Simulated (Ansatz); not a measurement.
A plane-wave DFT run in Ansatz 0.2.0 (scalar-relativistic PAW potentials unless the input names others): input and command.

```yaml
crystal:
  lattice:
    - [2.8679135953, 0.0, 0.0]
    - [0.0, 2.8679135953, 0.0]
    - [0.0, 0.0, 25.9637634532]
  atoms:
    - { symbol: Ti, position: [0.5, 0.5, 0.3273793499] }
    - { symbol: Ti, position: [0.0, 0.0, 0.4054851744] }
    - { symbol: Ti, position: [0.4991986797, 0.5003186468, 0.4852560171] }
    - { symbol: Ti, position: [-0.0065096064, 0.0005418791, 0.5631314843] }
    - { symbol: O, position: [0.0057721101, 0.5003594926, 0.6189264363] }
    - { symbol: H, position: [0.2944647937, 0.5001330753, 0.6394188472] }
  symmetry: { detect: false }
basis:
  ecutwfc: 420
kpoints:
  mp_grid: { grid: [10, 10, 1] }
hamiltonian:
  xc: pbesol
scf:
  occupations: { method: gaussian, width: 0.1 }
  lower_state_search: "off"
output:
  forces: true
  eigenvalues: true
efield:
  axis: 3
  dipole_correction: true
  ramp_width: 0.04
```

```bash
ansatz run input.yaml --threads 2 --pin off --max-ram 5120MiB --backend cpu --events-out ev --progress --plain --runs-dir out
```

Abridged log:
```
Pseudopotentials: kind: paw
Pseudopotential: Ti, paw, valence charge 12, recommended cutoff 420 eV (normal)
Pseudopotential: O, paw, valence charge 6, recommended cutoff 420 eV (normal)
Pseudopotential: H, paw, valence charge 1, recommended cutoff 420 eV (normal)
Functional definition: PBEsol
Crystal: 6 atoms, lattice volume = 213.550 Å³
Basis set: ecut = 420 eV, 4179 PW (Γ), exchange–correlation on 40×40×360 points (8 copies of the dense FFT grid, shifted against one another)
Bands: 34, of which v1, the nominal top of the filled ones, is band 28 counted from 1 (27 counted from 0)
Symmetry: 1 space group operations
k-points: 52 of 100 (time reversal used)
Initial density: superposition of atomic densities (neutral atoms: chi_scale 0, normalization atom), corrected by the library's trained network
Initial wavefunctions: pseudopotential atomic-orbital guess
Functional: x = pbesol(κ = 0.804, μ = 0.12345679), c = pbesol(β = 0.046)
SCF iter   1: F=—  HF=-10472.037745 eV  |F-HF|=—  |Δ(HF+E_count)|=         —  Δρ=1.04e-2  dr2=2.83e0  ethr=1.77e-3  p=0.063 e·Å  D=5.36e-2 V/Å  ΔV_dip=-1.39 eV  dr2_dipole=7.84e-1  V_vac-E_F(+/−)=2.48/3.87 eV  ⟨swp⟩=7.9  Hψ=8244  notcnv=0
efield: sawtooth ramp at fractional position 0.9634 (placed from the atoms, in the widest stretch of the axis that holds none; the zero of the levels goes with the place), width 0.0400; the density the first Hamiltonian is built on has a dipole p = 0.063 e·Å; the dipole correction subtracts the counter field D = 5.36e-2 V/Å, which shifts the + side's vacuum level by -1.39 eV against the − side's; the planar-averaged density in the ramp window peaks in size at 2.2e-5 e/Å³
SCF iter   2: F=—  HF=-10471.977476 eV  |F-HF|=—  |Δ(HF+E_count)|=   6.03e-2  Δρ=3.13e-3  dr2=2.19e-2  ethr=1.77e-3  p=0.039 e·Å  D=3.29e-2 V/Å  ΔV_dip=-0.85 eV  dr2_dipole=1.26e-4  V_vac-E_F(+/−)=3.20/4.06 eV  ⟨swp⟩=2.0  Hψ=2439  notcnv=0  defer=43
SCF iter   3: F=—  HF=-10471.978125 eV  |F-HF|=—  |Δ(HF+E_count)|=   6.49e-4  Δρ=1.65e-3  dr2=1.24e-2  ethr=3.98e-5  p=0.044 e·Å  D=3.74e-2 V/Å  ΔV_dip=-0.97 eV  dr2_dipole=4.90e-4  V_vac-E_F(+/−)=3.11/4.08 eV  ⟨swp⟩=2.3  Hψ=3392  notcnv=0  defer=43
SCF iter   4: F=—  HF=-10471.976704 eV  |F-HF|=—  |Δ(HF+E_count)|=   1.42e-3  Δρ=5.37e-4  dr2=1.13e-3  ethr=2.25e-5  p=0.043 e·Å  D=3.67e-2 V/Å  ΔV_dip=-0.95 eV  dr2_dipole=9.23e-5  V_vac-E_F(+/−)=3.15/4.10 eV  ⟨swp⟩=2.0  Hψ=2445  notcnv=0  defer=43
SCF iter   5: F=—  HF=-10471.976711 eV  |F-HF|=—  |Δ(HF+E_count)|=   6.21e-6  Δρ=2.14e-4  dr2=2.29e-4  ethr=2.06e-6  p=0.045 e·Å  D=3.80e-2 V/Å  ΔV_dip=-0.99 eV  dr2_dipole=1.40e-6  V_vac-E_F(+/−)=3.13/4.12 eV  ⟨swp⟩=2.2  Hψ=2403  notcnv=0  defer=43
SCF iter   6: F=—  HF=-10471.976703 eV  |F-HF|=—  |Δ(HF+E_count)|=   7.42e-6  Δρ=6.57e-5  dr2=3.85e-5  ethr=4.16e-7  p=0.045 e·Å  D=3.84e-2 V/Å  ΔV_dip=-1.00 eV  dr2_dipole=7.70e-7  V_vac-E_F(+/−)=3.14/4.13 eV  ⟨swp⟩=2.0  Hψ=2240  notcnv=0  defer=43
SCF iter   7: F=—  HF=-10471.976512 eV  |F-HF|=—  |Δ(HF+E_count)|=   1.91e-4  Δρ=5.01e-5  dr2=1.07e-5  ethr=6.99e-8  p=0.046 e·Å  D=3.88e-2 V/Å  ΔV_dip=-1.01 eV  dr2_dipole=2.88e-7  V_vac-E_F(+/−)=3.14/4.14 eV  ⟨swp⟩=2.0  Hψ=2329  notcnv=0  defer=43
SCF iter   8: F=—  HF=-10471.976515 eV  |F-HF|=—  |Δ(HF+E_count)|=   3.28e-6  Δρ=2.18e-5  dr2=2.48e-6  ethr=1.94e-8  p=0.046 e·Å  D=3.89e-2 V/Å  ΔV_dip=-1.01 eV  dr2_dipole=2.67e-9  V_vac-E_F(+/−)=3.14/4.15 eV  ⟨swp⟩=2.0  Hψ=2340  notcnv=0  defer=43
SCF iter   9: F=—  HF=-10471.976516 eV  |F-HF|=—  |Δ(HF+E_count)|=   8.08e-7  Δρ=8.34e-6  dr2=2.50e-7  ethr=4.51e-9  p=0.046 e·Å  D=3.91e-2 V/Å  ΔV_dip=-1.01 eV  dr2_dipole=2.38e-8  V_vac-E_F(+/−)=3.14/4.15 eV  ⟨swp⟩=2.1  Hψ=2322  notcnv=0  defer=43
SCF iter  10: F=-10471.976516 eV  HF=-10471.976516 eV  |F-HF|=3.99e-8  |Δ(HF+E_count)|=   2.26e-7  Δρ=3.96e-6  dr2=4.74e-8  ethr=1.82e-10  p=0.046 e·Å  D=3.91e-2 V/Å  ΔV_dip=-1.02 eV  dr2_dipole=6.06e-9  V_vac-E_F(+/−)=3.14/4.15 eV  ⟨swp⟩=11.4  Hψ=7686  notcnv=0
SCF 1 converged in 10 iterations: F = -10471.976516 eV  dr2 = 4.74e-8
SCF converged after 10 iterations
Free energy (F): -10471.976516 eV
Harris-Foulkes:  -10471.976516 eV  (|F-HF|=3.99e-8)
Internal energy: -10471.928525 eV  (E = F + TS)
E sigma→0 (E₀):  -10471.952521 eV
Entropy (-TS):   -0.047991 eV (-7.999 meV/atom)
Fermi energy:    2.411990 eV
Dipole field:    D = 0.039013 V/Å  (p = 0.046042 e·Å, saw-weighted, corrected)
Work function:   Φ+ = 3.1390 eV   Φ− = 4.1520 eV
Levels:          The Fermi level and band energies are counted from a zero that moves with the ramp; work functions are not
--- Forces (eV/Å), atoms counted from 1 ---
  atom   1  Ti     0.00721605     0.00001473     0.69027622
  atom   2  Ti    -0.00773839     0.00152948    -0.69456770
  atom   3  Ti    -0.00282314    -0.00049163     0.00132338
  atom   4  Ti    -0.00025702    -0.00358327     0.01169981
  atom   5  O     -0.00105794     0.00142860    -0.01109226
  atom   6  H      0.00465266     0.00110226     0.00240714
```

Apart from outputs, empty bands and the relaxation, which only the reference makes, the input differs from a reference run on usual settings in crystal.symmetry: not typed → {"detect": false}; scf.lower_state_search: not typed → "off". The reference, at the same geometry, ended its own course with largest force 0.695 eV/Å (on an atom or along a direction that it held fixed), no gap on the mesh. This run converged in 10 SCF iterations with an energy at zero smearing within 0.01 meV/atom of the reference's, largest force 0.695 eV/Å, no gap on the mesh.

Time: 14 s on 2 threads of Arm Neoverse V2, on a shared host, peak memory 0.56 GiB.